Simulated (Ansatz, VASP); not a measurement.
# Two plane-wave programs on Ni

The input INCAR:

```
SYSTEM = Ni
PREC = Accurate
ENCUT = 520
EDIFF = 1E-7
ISMEAR = 0
SIGMA = 0.15
LREAL = .FALSE.
LASPH = .TRUE.
NELM = 150
ALGO = Normal
ISIF = 2
LWAVE = .FALSE.
LCHARG = .FALSE.
ISPIN = 2
MAGMOM = 0.59
LORBIT = 11
LMAXMIX = 4
GGA = PE
NBANDS = 15
```

KPOINTS

```
regular mesh
0
G
  24 24 24
  0 0 0
```

The input POSCAR:

```
Ni
1.0
   -1.3837154700      1.3837154700      1.3837154700
    1.3837154700     -1.3837154700      1.3837154700
    1.3837154700      1.3837154700     -1.3837154700
Ni
1
Direct
    0.0000000000      0.0000000000      0.0000000000
```

Input for Ansatz:

```yaml
crystal:
  lattice:
    - [-1.38371547, 1.38371547, 1.38371547]
    - [1.38371547, -1.38371547, 1.38371547]
    - [1.38371547, 1.38371547, -1.38371547]
  atoms:
    - { symbol: Ni, position: [0.0, 0.0, 0.0], spin: 0.59 }
basis:
  ecutwfc: 420
kpoints:
  mp_grid: { grid: [24, 24, 24] }
hamiltonian:
  xc: pbe
scf:
  occupations: { method: gaussian, width: 0.15 }
output:
  forces: true
  stress: true
  eigenvalues: true
  populations: true
magnetization:
  spin_polarized: true
```

This isn't the form of Ni at room conditions, which is fcc.

Alike in both runs: task single point; functional PBE; k mesh 24 × 24 × 24; occupations gaussian, width 0.15 eV; collinear spin.

|  | VASP | Ansatz |
| --- | --- | --- |
| version | VASP 6.6.1 | Ansatz 0.2.0 |
| potentials or method | VASP PAW PBE potentials, release 64 (Ni) | scalar-relativistic, plane waves, PAW |
| plane-wave cutoff (eV) | 520 | 420 |
| valence electrons in the cell | 10 | 18 |

Ansatz gave:

| Item | Value |
| --- | --- |
| gap on the k mesh at the Fermi level (eV) | none |
| pressure (GPa) | 7.5 |
| net moment per atom (μB) | 0.53 |
| size of the moment on the site where the two differ most (μB) | 0.56 |

Task: Estimate VASP's values.

Result: gap on the k mesh at the Fermi level (eV): none; pressure (GPa): 7.3; net moment per atom (μB): 0.52; size of the moment on the site where the two differ most (μB): 0.53.

Site moments also hang on the region over which each program counts them. A gap of «none» marks a metal or a gap that the smearing closes. The functional is the same, so the differences come from potentials, cutoffs and numerics. The two sets of potentials don't hold the same shells in valence.
